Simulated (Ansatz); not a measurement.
# Al2Pt: response to strain

Aim: deform Al2Pt (equal xx and yy strain of -2 %) and compute stress, forces and field gradients with LAPW, PAW and all-electron datasets made for the crystal.

Method: DFT LDA, scalar-relativistic, in Ansatz 0.2.0.

### Step 1. Starting point

The structure is cubic, space group Fm-3m (No. 225). The conventional cell has a = 5.910 Å, b = 5.910 Å, c = 5.910 Å, α = 90.00°, β = 90.00°, γ = 90.00°. Al (site symmetry -43m) has 4 Pt at 2.56 Å in its first shell of neighbours. Pt (site symmetry m-3m) has 8 Al at 2.56 Å in its first shell of neighbours.

As a file:

```xyz
3
Lattice="0.0000 2.9550 2.9550 2.9550 0.0000 2.9550 2.9550 2.9550 0.0000" Properties=species:S:1:pos:R:3 pbc="T T T"
Al    1.4775    1.4775    1.4775
Al    4.4325    4.4325    4.4325
Pt    0.0000    0.0000    0.0000
```

Atoms are numbered in the order of the input: Al1, Al2, Pt3.

### Step 2. After the deformation

Space group Fm-3m before, I4/mmm after.

### Step 3. All-electron LAPW

File input.yaml:

```yaml
crystal:
  lattice:
    - [0.0, 2.8959, 2.955]
    - [2.8959, 0.0, 2.955]
    - [2.8959, 2.8959, 0.0]
  atoms:
    - { symbol: Al, position: [0.25, 0.25, 0.25] }
    - { symbol: Al, position: [0.75, 0.75, 0.75] }
    - { symbol: Pt, position: [0.0, 0.0, 0.0] }
kpoints:
  mp_grid: { grid: [12, 12, 12] }
  band_path:
    path:
      - [0.0, 0.0, 0.0]
      - [0.0, 0.5, 0.5]
      - [0.25, 0.75, 0.5]
      - [0.0, 0.5, 0.0]
      - [0.0, 0.0, 0.0]
      - [0.5, 0.5, 0.0]
      - [0.37005, 0.62995, 0.0]
      - [-0.37005, 0.37005, 0.0]
      - [0.0, 0.0, 0.0]
    npoints: 5
scf:
  occupations: { method: fermi_dirac, width: 0.08 }
hamiltonian:
  xc: lda
  pseudopotentials: { kind: all_electron, lapw: { basis_error: 0.001 } }
output:
  forces: true
  stress: true
  eigenvalues: true
```

On the command line:

```
> ansatz run input.yaml --threads 1 --pin off --max-ram 4096MiB --backend cpu --events-out ev --progress --plain --runs-dir out
```

### Step 4. PAW with frozen cores

File input.yaml:

```yaml
crystal:
  lattice:
    - [0.0, 2.8959, 2.955]
    - [2.8959, 0.0, 2.955]
    - [2.8959, 2.8959, 0.0]
  atoms:
    - { symbol: Al, position: [0.25, 0.25, 0.25] }
    - { symbol: Al, position: [0.75, 0.75, 0.75] }
    - { symbol: Pt, position: [0.0, 0.0, 0.0] }
kpoints:
  mp_grid: { grid: [12, 12, 12] }
scf:
  occupations: { method: fermi_dirac, width: 0.08 }
hamiltonian:
  xc: lda
  pseudopotentials: { kind: paw }
output:
  forces: true
  stress: true
  eigenvalues: true
  efg: { contact_densities: true }
```

### Step 5. Datasets made for this crystal

input.yaml: that of step 4 with these lines changed.

```diff
@@ -15,3 +15,3 @@
   xc: lda
-  pseudopotentials: { kind: paw }
+  pseudopotentials: { kind: all_electron, datasets: crystal }
 output:
```

(Steps that only read results are left out.)

Q: Predict the outcome of this session. Wanted: pressure; largest shear or deviatoric stress.

The runs gave:

```
                                 quantity                                           value
                                 pressure  LAPW 1.73, PAW 1.73, crystal datasets 1.73 GPa
largest shear or deviatoric stress (LAPW)                                        0.91 GPa
```

What this shows: The largest part of the stress beyond the pressure is 0.91 GPa in size, in the zz component; the atoms are carried along and not relaxed. No run of the undeformed cell stands beside it, so pressure and stress hold what the given cell had before the change, as far as its symmetry allows. PAW: stress within 0.01 GPa of LAPW. Crystal datasets: stress within 0.01 GPa of LAPW. Spin-orbit coupling is left out, though the cell holds Pt; in elements this heavy it can shift bands and gaps by tenths of an eV.
